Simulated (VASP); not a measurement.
## PbS in VASP 6.6.1, single-point calculation

INCAR

```
LASPH = .FALSE.
IBRION = -1
LWAVE = .FALSE.
GGA = PE
ENCUT = 520
SIGMA = 0.02
LREAL = .FALSE.
EDIFF = 1E-7
NELM = 120
ISMEAR = -1
NSW = 0
LCHARG = .FALSE.
NBANDS = 17
PREC = Accurate
ISIF = 2
```

KPOINTS

```
KPOINTS created by Atomic Simulation Environment
0
Gamma
8 8 8
0 0 0
```

POSCAR

```
Pb S
 1.0000000000000000
     0.0000000000000000    3.0469773296999998    2.9721562628000000
     3.0469773296999998    0.0000000000000000    2.9721562628000000
     3.0469773296999998    3.0469773296999998    0.0000000000000000
 Pb  S
   1   1
Cartesian
  0.0000000000000000  0.0000000000000000  0.0000000000000000
  3.0469773296999993  3.0469773296999993  2.9721562628000000
```

The recommended PBE PAW datasets give the neutral cell 20 valence electrons.

Command

```
mpirun -np 1 vasp_std
```

Task: How does this run end, and what does it give?

Result: It converged. Results: gap between bands v and c on the k mesh 0.54 eV; least direct gap on the k mesh 0.54 eV; pressure -0.9 GPa. Band v is the last that the valence electrons fill when counted band by band, and c is the next.

OSZICAR

```
N       E                     dE             d eps       ncg     rms          rms(c)
DAV:   1     0.159243045879E+03    0.15924E+03   -0.95522E+03  2006   0.122E+03
DAV:   2     0.324970805886E+01   -0.15599E+03   -0.15038E+03  2109   0.315E+02
DAV:   3    -0.897298660636E+01   -0.12223E+02   -0.12136E+02  2621   0.927E+01
DAV:   4    -0.928381197602E+01   -0.31083E+00   -0.31053E+00  2538   0.164E+01
DAV:   5    -0.929589402779E+01   -0.12082E-01   -0.12081E-01  3027   0.311E+00    0.428E+00
DAV:   6    -0.875444705824E+01    0.54145E+00   -0.15987E+00  3091   0.806E+00    0.299E+00
DAV:   7    -0.875651826039E+01   -0.20712E-02   -0.14872E-01  2384   0.188E+00    0.179E+00
DAV:   8    -0.876045756649E+01   -0.39393E-02   -0.19014E-02  2374   0.142E+00    0.380E-01
DAV:   9    -0.875969917924E+01    0.75839E-03   -0.43460E-03  3226   0.532E-01    0.100E-01
DAV:  10    -0.875994858042E+01   -0.24940E-03   -0.44502E-04  2308   0.118E-01    0.807E-02
DAV:  11    -0.875995107835E+01   -0.24979E-05   -0.63988E-05  2878   0.855E-02    0.146E-02
DAV:  12    -0.875995227915E+01   -0.12008E-05   -0.42487E-06  2498   0.202E-02    0.398E-03
DAV:  13    -0.875995225887E+01    0.20285E-07   -0.19096E-07  2676   0.467E-03
   1 F= -.87599523E+01 E0= -.87599523E+01  d E =-.126801E-07
```

For comparison, a separate PBE run of the intended cell, on usual settings and not on those above, gives a gap of 0.54 eV on its mesh and a pressure of -0.9 GPa.
